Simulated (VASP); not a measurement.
# WSe2 (P6_3/mmc) in VASP: a series of runs

One crystal, WSe2, is run at these levels: PBE; tasks: relaxation of shape and atoms at fixed volume.

Everything below comes from runs of VASP 6.6.1. Logs are shortened: lines on timing, memory, paths and dates and some standing lists are left out, and cuts for length are marked.

## 1. The structure

The structure is hexagonal, space group P6_3/mmc (No. 194). Conventional cell: a = 3.315 Å, b = 3.315 Å, c = 14.649 Å, α = 90.00°, β = 90.00°, γ = 120.00°. W (site symmetry -6m2) has 6 Se at 2.54 Å as nearest neighbours. Se (site symmetry 3m) is surrounded by 3 W at 2.54 Å.

## 2. Relaxation of shape and atoms at fixed volume, PBE (a relaxed cell with its volume scaled by 0.96)

Input file INCAR:

```
ALGO = Fast ; EDIFF = 1E-7
EDIFFG = -0.01 ; ENCUT = 300
GGA = PE ; IBRION = 2
ISIF = 4 ; ISMEAR = 0
KPAR = 2 ; LASPH = T
LCHARG = F ; LREAL = F
LWAVE = F ; NELM = 80
NSW = 40 ; PREC = Accurate
SIGMA = 0.03
```

Input file KPOINTS:

```
k-points
0
Gamma
  5 5 1
```

Input file POSCAR:

```
WSe2                                    
1.0
    3.2702320602      0.0000000000      0.0000000000
   -1.6351160301      2.8321040405     -0.0000000000
    0.0000000000      0.0000000000     14.4511697784
  W               Se            
     2     4
Direct
     0.3333333332999970    0.6666666667000030    0.2500000000000000
     0.6666666667000030    0.3333333332999970    0.7500000000000000
     0.3333333332999970    0.6666666667000030    0.6355301918899666
     0.6666666667000030    0.3333333332999970    0.1355301918899666
     0.3333333332999970    0.6666666667000030    0.8644698081100334
     0.6666666667000030    0.3333333332999970    0.3644698081100334
```

Potentials or basis: VASP PAW PBE potentials, release 64 (W, Se).

Launch:

```bash
$ cat potpaw_PBE.64/W/POTCAR potpaw_PBE.64/Se/POTCAR > POTCAR
$ mpirun -np 2 vasp_std > vasp.out
```

OUTCAR:

```text
EDIFF = 1E-7
   EDIFFG = -0.01
   ENCUT = 300
   GGA = PE
   IBRION = 2
   ISIF = 4
   ISMEAR = 0
   LASPH = T
   LREAL = F
   NELM = 80
   NSW = 40
   PREC = Accurate

 ion  position               nearest neighbor table
   1  0.333  0.667  0.250-   4 2.51   6 2.51   4 2.51   6 2.51   4 2.51   6 2.51
   2  0.667  0.333  0.750-   3 2.51   5 2.51   3 2.51   5 2.51   3 2.51   5 2.51
   3  0.333  0.667  0.636-   2 2.51   2 2.51   2 2.51
   4  0.667  0.333  0.136-   1 2.51   1 2.51   1 2.51
   5  0.333  0.667  0.864-   2 2.51   2 2.51   2 2.51
   6  0.667  0.333  0.364-   1 2.51   1 2.51   1 2.51

  LATTYP: Found a hexagonal cell.
 ALAT       =     3.2702320602
 C/A-ratio  =     4.4190043741

  Lattice vectors:

 A1 = (   3.2702320602,   0.0000000000,   0.0000000000)
 A2 = (  -1.6351160301,   2.8321040405,   0.0000000000)
 A3 = (   0.0000000000,   0.0000000000,  14.4511697784)

Analysis of symmetry for initial positions (statically):
=====================================================================
 Subroutine PRICEL returns:
 Original cell was already a primitive cell.

 Routine SETGRP: Setting up the symmetry group for a
 hexagonal supercell.

 Subroutine GETGRP returns: Found 24 space group operations
 (whereof 12 operations were pure point group operations)
 out of a pool of 24 trial point group operations.

The static configuration has the point symmetry D_3d.
 The point group associated with its full space group is D_6h.

Analysis of symmetry for dynamics (positions and initial velocities):
=====================================================================
 Subroutine PRICEL returns:
 Original cell was already a primitive cell.

 Routine SETGRP: Setting up the symmetry group for a
 hexagonal supercell.

 Subroutine GETGRP returns: Found 24 space group operations
 (whereof 12 operations were pure point group operations)
 out of a pool of 24 trial point group operations.

The dynamic configuration has the point symmetry D_3d.
 The point group associated with its full space group is D_6h.

 Subroutine INISYM returns: Found 24 space group operations
 (whereof 12 operations are pure point group operations),
 and found     1 'primitive' translations

----------------------------------------------------------------------------------------

                                     Primitive cell

  volume of cell :     133.8415

  direct lattice vectors                    reciprocal lattice vectors
     3.270232060  0.000000000  0.000000000     0.305788697  0.176547186  0.000000000
    -1.635116030  2.832104040  0.000000000     0.000000000  0.353094373  0.000000000
     0.000000000  0.000000000 14.451169778     0.000000000  0.000000000  0.069198550

  length of vectors
     3.270232060  3.270232060 14.451169778     0.353094373  0.353094373  0.069198550

  position of ions in fractional coordinates (direct lattice)
     0.333333333  0.666666667  0.250000000
     0.666666667  0.333333333  0.750000000
     0.333333333  0.666666667  0.635530192
     0.666666667  0.333333333  0.135530192
     0.333333333  0.666666667  0.864469808
     0.666666667  0.333333333  0.364469808

  ion indices of the primitive-cell ions
   primitive index   ion index
                 1           1
                 2           2
                 3           3
                 4           4
                 5           5
                 6           6

----------------------------------------------------------------------------------------

 KPOINTS: k-points

Automatic generation of k-mesh.
 Grid dimensions read from file:
 generate k-points for:    5    5    1

 Generating k-lattice:

  Cartesian coordinates                     Fractional coordinates (reciprocal lattice)
     0.061157739  0.035309437  0.000000000     0.200000000  0.000000000  0.000000000
     0.000000000  0.070618875  0.000000000     0.000000000  0.200000000  0.000000000
     0.000000000  0.000000000  0.069198550     0.000000000  0.000000000  1.000000000

  Length of vectors
     0.070618875  0.070618875  0.069198550

  Shift w.r.t. Gamma in fractional coordinates (k-lattice)
     0.000000000  0.000000000  0.000000000

 Subroutine IBZKPT returns following result:
 ===========================================

 Found      5 irreducible k-points:

 Following reciprocal coordinates:
            Coordinates               Weight
  0.000000  0.000000  0.000000      1.000000
  0.200000  0.000000  0.000000      6.000000
  0.400000  0.000000  0.000000      6.000000
  0.200000  0.200000  0.000000      6.000000
  0.400000  0.200000  0.000000      6.000000
   k-points           NKPTS =      5   k-points in BZ     NKDIM =      5   number of bands    NBANDS=     22
   number of dos      NEDOS =    301   number of ions     NIONS =      6
   total plane-waves  NPLWV =  27216
   dimension x,y,z NGX =    18 NGY =   18 NGZ =   84
   dimension x,y,z NGXF=    36 NGYF=   36 NGZF=  168
   ions per type =               2   4
   NGX,Y,Z   is equivalent  to a cutoff of   9.15,  9.15,  9.66 a.u.
   NGXF,Y,Z  is equivalent  to a cutoff of  18.30, 18.30, 19.33 a.u.
 SYSTEM =  unknown system
   PREC   = accura    normal or accurate (medium, high low for compatibility)
   ISTART =      0    job   : 0-new  1-cont  2-samecut
   ICHARG =      2    charge: 1-file 2-atom 10-const
   ISPIN  =      1    spin polarized calculation?
   LNONCOLLINEAR =      F non collinear calculations
   LSORBIT =      F    spin-orbit coupling
   LASPH  =      T    aspherical Exc in radial PAW
   ENCUT  =  300.0 eV  22.05 Ry    4.70 a.u.   4.62  4.62 20.41*2*pi/ulx,y,z
   NELM   =     80;   NELMIN=  2; NELMDL= -5     # of ELM steps
   EDIFF  = 0.1E-06   stopping-criterion for ELM
   LREAL  =      F    real-space projection
   EDIFFG = -.1E-01   stopping-criterion for IOM
   NSW    =     40    number of steps for IOM
   IBRION =      2    ionic relax: 0-MD 1-quasi-New 2-CG
   NFREE  =      1    steps in history (QN), initial steepest desc. (CG)
   ISIF   =      4    stress and relaxation
   ISYM   =      2    0-nonsym 1-usesym 2-fastsym
   POTIM  = 0.5000    time-step for ionic-motion
   TEBEG  =    0.0;   TEEND  =   0.0 temperature during run
   PSTRESS=    0.0 pullay stress
   NELECT =      36.0000    total number of electrons
   NUPDOWN=      -1.0000    fix difference up-down
   EMIN   =  10.00;   EMAX   =-10.00  energy-range for DOS
   EFERMI =   0.00;   METHOD = LEGACY
   ISMEAR =     0;   SIGMA  =   0.03  broadening in eV -4-tet -1-fermi 0-gaus
   EFERMI_NEDOS =   21; number of points for ismear=-14 and -15
   IALGO  =     68    algorithm
   IMIX   =      4    mixing-type and parameters
     AMIX     =   0.40;   BMIX     =  1.00
     AMIX_MAG =   1.60;   BMIX_MAG =  1.00
  volume/ion in A,a.u.               =      22.31       150.53
  Fermi-wavevector in a.u.,A,eV,Ry     =   1.056766  1.996998 15.194359  1.116754
  Thomas-Fermi vector in A             =   2.192014
   LORBIT       =      0    0 simple, 1 ext, 2 COOP (PROOUT), +10 PAW based schemes
   GGA     = PE    functional components
   LHFCALC =     F    Hartree Fock is set to
   AEXX    =    0.0000 exact exchange contribution
   IVDW    =     0    specifies the selected vdW correction
   LEPSILON=     F    determine dielectric tensor
   LRPA    =     F    only Hartree local field effects (RPA)
 conjugate gradient relaxation of ions
 non-spin polarized calculation
 RMM-DIIS sequential band-by-band and
 Gauss-broadening in eV      SIGMA  =   0.03
  energy-cutoff  :      300.00
  volume of cell :      133.84
 maximum number of plane-waves:      1600
   NGX =  9   NGY =  9   NGZ = 41

--------------------------------------- Ionic step        1  -------------------------------------------

 number of electron      36.0000025 magnetization

 Free energy of the ion-electron system (eV)
  ---------------------------------------------------
  ext. energy  EPLUGINS =         0.00000000
  ---------------------------------------------------
  free energy    TOTEN  =       -43.23315952 eV

  energy without entropy =      -43.23315952  energy(sigma->0) =      -43.23315952

------------------------ aborting loop because EDIFF is reached ----------------------------------------

  FORCE on cell =-STRESS in cart. coord.  units (eV):
  Direction    XX          YY          ZZ          XY          YZ          ZX
  --------------------------------------------------------------------------------------
  -------------------------------------------------------------------------------------
  Total        4.2563079      4.2563079      4.9043452      0.0000000      0.0000000      0.0000000
  in kB       50.9510154     50.9510154     58.7084798      0.0000000      0.0000000      0.0000000
  external PRESSURE =      53.5368369 kB  Pullay stress =       0.0000000 kB
[... 265 lines left out ...]
  energy  without entropy=      -43.3153453494  energy(sigma->0) =      -43.31534535

--------------------------------------- Ionic step        8  -------------------------------------------

 number of electron      36.0000023 magnetization

 Free energy of the ion-electron system (eV)
  ---------------------------------------------------
  ext. energy  EPLUGINS =         0.00000000
  ---------------------------------------------------
  free energy    TOTEN  =       -43.31541666 eV

  energy without entropy =      -43.31541666  energy(sigma->0) =      -43.31541666

 E-fermi :   4.3022     XC(G=0):  -9.9885

 val. band max:        4.1364429832   @ k =   0.0000   0.0000   0.0000
 cond. band min:       5.5076587108   @ k =   0.2000   0.2000   0.0000
 fundamental gap:      1.3712157276
 Fermi energy:         4.3022429202

 k-point     1 :       0.0000    0.0000    0.0000
  band No.  band energies     occupation
      1     -10.6802      2.00000
      2     -10.5990      2.00000
      3      -9.5149      2.00000
      4      -9.3746      2.00000
      5      -2.3333      2.00000
      6      -1.8155      2.00000
[... 14 lines left out ...]
     21       7.0192      0.00000
     22       7.0193      0.00000

 k-point     2 :       0.2000    0.0000    0.0000
  band No.  band energies     occupation
      1     -10.1349      2.00000
      2     -10.0570      2.00000
      3      -9.2121      2.00000
      4      -9.0927      2.00000
      5      -1.6438      2.00000
      6      -1.1416      2.00000
[... 14 lines left out ...]
     21       6.5057      0.00000
     22       6.5660      0.00000

 k-point     3 :       0.4000    0.0000    0.0000
  band No.  band energies     occupation
      1      -8.9982      2.00000
      2      -8.9467      2.00000
      3      -8.6062      2.00000
      4      -8.5474      2.00000
      5      -1.9053      2.00000
      6      -1.7992      2.00000
[... 14 lines left out ...]
     21       6.3711      0.00000
     22       6.6586      0.00000

 k-point     4 :       0.2000    0.2000    0.0000
  band No.  band energies     occupation
      1      -9.2655      2.00000
      2      -9.2025      2.00000
      3      -8.7377      2.00000
      4      -8.6586      2.00000
      5      -1.0993      2.00000
      6      -1.0075      2.00000
[... 14 lines left out ...]
     21       6.5491      0.00000
     22       6.5778      0.00000

 k-point     5 :       0.4000    0.2000    0.0000
  band No.  band energies     occupation
      1      -8.5720      2.00000
      2      -8.5486      2.00000
      3      -8.3665      2.00000
      4      -8.3430      2.00000
      5      -1.7189      2.00000
      6      -1.6375      2.00000
[... 14 lines left out ...]
     21       6.9272      0.00000
     22       7.1300      0.00000
[... 31 lines left out ...]
  FREE ENERGIE OF THE ION-ELECTRON SYSTEM (eV)
  ---------------------------------------------------
  free  energy   TOTEN  =       -43.3154166623 eV

  energy  without entropy=      -43.3154166623  energy(sigma->0) =      -43.31541666

 reached required accuracy - stopping structural energy minimisation
```

Wall time 30 s (2 MPI ranks of Intel Xeon 6975P-C (Granite Rapids), shared host); peak memory 0.15 GiB.

Results:

| Property | Result |
| --- | --- |
| Free energy | -43.3154 eV |
| Energy gained by relaxing | 13.7 meV/atom |
| Ionic steps | 8 |
| Pressure after relaxing | 0.4 GPa |
| Band gap on the k mesh | 1.37 eV, indirect (least direct gap 2.14 eV) |

The path:
```csv
step,energy change (eV),largest force (eV/Å),pressure (GPa)
1,0.0000,0.7236,5.35
2,-0.0472,0.0124,2.29
3,-0.0474,0.0580,2.48
4,-0.0704,0.0453,1.65
5,-0.0822,0.0283,0.54
6,-0.0822,0.0276,0.50
7,-0.0822,0.0246,0.28
8,-0.0823,0.0018,0.38
```

Final structure:
```
CELL_PARAMETERS angstrom
3.31040 0.00000 0.00000
-1.65520 2.86689 0.00000
0.00000 0.00000 14.10256
ATOMIC_POSITIONS crystal
W 0.33333 0.66667 0.25000
W 0.66667 0.33333 0.75000
Se 0.33333 0.66667 0.63105
Se 0.66667 0.33333 0.13105
Se 0.33333 0.66667 0.86895
Se 0.66667 0.33333 0.36895
```

Caveat: the k mesh is coarse (spacing up to 0.44 Å⁻¹), so the values aren't converged; spin-orbit coupling is left out, which moves the levels of the heavy elements; an odd mesh through Γ misses points on the zone boundary, where band edges often lie; this functional lacks dispersion, which binds the layers, so the pressure and a relaxed spacing across them are unreliable.

## 3. Relaxation of shape and atoms at fixed volume, PBE (a relaxed cell with its volume scaled by 0.98)

INCAR is that of step 2.

KPOINTS is that of step 2.

POSCAR, as its differences from that of step 2:

```diff
@@ -2,5 +2,5 @@
 1.0
-    3.2702320602      0.0000000000      0.0000000000
-   -1.6351160301      2.8321040405     -0.0000000000
-    0.0000000000      0.0000000000     14.4511697784
+    3.2927860975      0.0000000000      0.0000000000
+   -1.6463930488      2.8516364097     -0.0000000000
+    0.0000000000      0.0000000000     14.5508361677
   W               Se
```

Potentials or basis: VASP PAW PBE potentials, release 64 (W, Se).

Launch:

```bash
$ cat potpaw_PBE.64/W/POTCAR potpaw_PBE.64/Se/POTCAR > POTCAR
$ mpirun -np 2 vasp_std > vasp.out
```

It took 30 s on 2 MPI ranks of Intel Xeon 6975P-C (Granite Rapids), shared host; peak memory 0.15 GiB.

The run converged. Its results:

```yaml
Free_energy: -43.3244 eV
Energy_gained_by_relaxing: 3.2 meV/atom
Ionic_steps: 6
Pressure_after_relaxing: 0.2 GPa
Largest_force_after_relaxing: 0.007 eV/Å
Band_gap_on_the_k_mesh: 1.45 eV, indirect (least direct gap 2.18 eV)
```

Forces in eV/Å, atoms in the order of the input:
```
W    0.000  0.000  0.000
W    0.000  0.000  0.000
Se   0.000  0.000 -0.007
Se   0.000  0.000 -0.007
Se   0.000  0.000  0.007
Se   0.000  0.000  0.007
```

The path:
| step | energy change (eV) | largest force (eV/Å) | pressure (GPa) |
| --- | --- | --- | --- |
| 1 | 0.0000 | 0.3448 | 2.53 |
| 2 | -0.0110 | 0.0138 | 1.14 |
| 3 | -0.0110 | 0.0308 | 1.21 |
| 4 | -0.0164 | 0.0205 | 0.81 |
| 5 | -0.0193 | 0.0042 | 0.13 |
| 6 | -0.0194 | 0.0066 | 0.22 |

Final structure:
```
CELL_PARAMETERS angstrom
3.31228 0.00000 0.00000
-1.65614 2.86852 0.00000
0.00000 0.00000 14.38003
ATOMIC_POSITIONS crystal
W 0.33333 0.66667 0.25000
W 0.66667 0.33333 0.75000
Se 0.33333 0.66667 0.63338
Se 0.66667 0.33333 0.13338
Se 0.33333 0.66667 0.86662
Se 0.66667 0.33333 0.36662
```

Levels at points of the mesh, in eV from the valence-band top:
```
           k point  band 14  band 15  band 16  band 17  band 18  band 19  band 20  band 21  band 22
(0.00, 0.00, 0.00)    -1.25    -1.23    -1.23    -0.65     0.00     2.91     2.91     2.92     2.92
```

Caveat: the k mesh is coarse (spacing up to 0.44 Å⁻¹), so the values aren't converged; spin-orbit coupling is left out, which moves the levels of the heavy elements; an odd mesh through Γ misses points on the zone boundary, where band edges often lie; this functional lacks dispersion, which binds the layers, so the pressure and a relaxed spacing across them are unreliable.

## 4. Relaxation of shape and atoms at fixed volume, PBE

INCAR is that of step 3.

KPOINTS is that of step 3.

POSCAR, as its differences from that of step 3:

```diff
@@ -2,5 +2,5 @@
 1.0
-    3.2927860975      0.0000000000      0.0000000000
-   -1.6463930488      2.8516364097     -0.0000000000
-    0.0000000000      0.0000000000     14.5508361677
+    3.3150353271      0.0000000000      0.0000000000
+   -1.6575176636      2.8709048078     -0.0000000000
+    0.0000000000      0.0000000000     14.6491556107
   W               Se
```

Launch:

```bash
$ cat potpaw_PBE.64/W/POTCAR potpaw_PBE.64/Se/POTCAR > POTCAR
$ mpirun -np 2 vasp_std > vasp.out
```

Run time: 7.2 s. Hardware: 2 MPI ranks of Intel Xeon 6975P-C (Granite Rapids), shared host; peak memory 0.15 GiB.

Results (log left out):

```
Free energy                  : -43.3295 eV
Pressure after relaxing      : 0.0 GPa
Largest force after relaxing : 0.004 eV/Å
Band gap on the k mesh       : 1.51 eV, indirect (least direct gap 2.21 eV)
```

Forces on the atoms (eV/Å):
```
W    0.000  0.000  0.000
W    0.000  0.000  0.000
Se   0.000  0.000  0.004
Se   0.000  0.000  0.004
Se   0.000  0.000 -0.004
Se   0.000  0.000 -0.004
```

Final structure:
```
W Se
1.0
     3.31504    0.00000    0.00000
    -1.65752    2.87090    0.00000
     0.00000    0.00000   14.64916
W Se
2 4
Direct
  0.33333 0.66667 0.25000
  0.66667 0.33333 0.75000
  0.33333 0.66667 0.63553
  0.66667 0.33333 0.13553
  0.33333 0.66667 0.86447
  0.66667 0.33333 0.36447
```

Levels at points of the mesh, in eV from the valence-band top:
```csv
k point,band 15,band 16,band 17,band 18,band 19,band 20,band 21,band 22
"(0.00, 0.00, 0.00)",-1.20,-1.20,-0.58,0.00,2.95,3.00,3.08,3.10
```

Caveat: the k mesh is coarse (spacing up to 0.44 Å⁻¹), so the values aren't converged; the relaxation stopped at its first step, so nothing moved; spin-orbit coupling is left out, which moves the levels of the heavy elements; an odd mesh through Γ misses points on the zone boundary, where band edges often lie; this functional lacks dispersion, which binds the layers, so the pressure and a relaxed spacing across them are unreliable.

## 5. The runs side by side

| cell | gap on the mesh (eV) | pressure (GPa) |
| --- | --- | --- |
| atoms relaxed at fixed volume from: a relaxed cell with its volume scaled by 0.96 | 1.37 | 0.4 |
| atoms relaxed at fixed volume from: a relaxed cell with its volume scaled by 0.98 | 1.45 | 0.2 |
| atoms relaxed at fixed volume | 1.51 | 0.0 |

Alike in all rows: task relaxation of shape and atoms at fixed volume; level PBE; potentials or basis VASP PAW PBE potentials, release 64 (W, Se); no spin polarisation; k mesh 5 × 5 × 1; cutoff (eV) 300; smearing gaussian 0.03 eV; the mesh is coarse, so values aren't converged.

Caveats: all runs use coarse meshes; spin-orbit coupling is left out, which moves the levels of the heavy elements; an odd mesh through Γ misses points on the zone boundary, where band edges often lie; this functional lacks dispersion, which binds the layers, so the pressure and a relaxed spacing across them are unreliable; the relaxation stopped at its first step, so nothing moved (some runs).

Absolute energies hang on the potentials; compare differences alone.
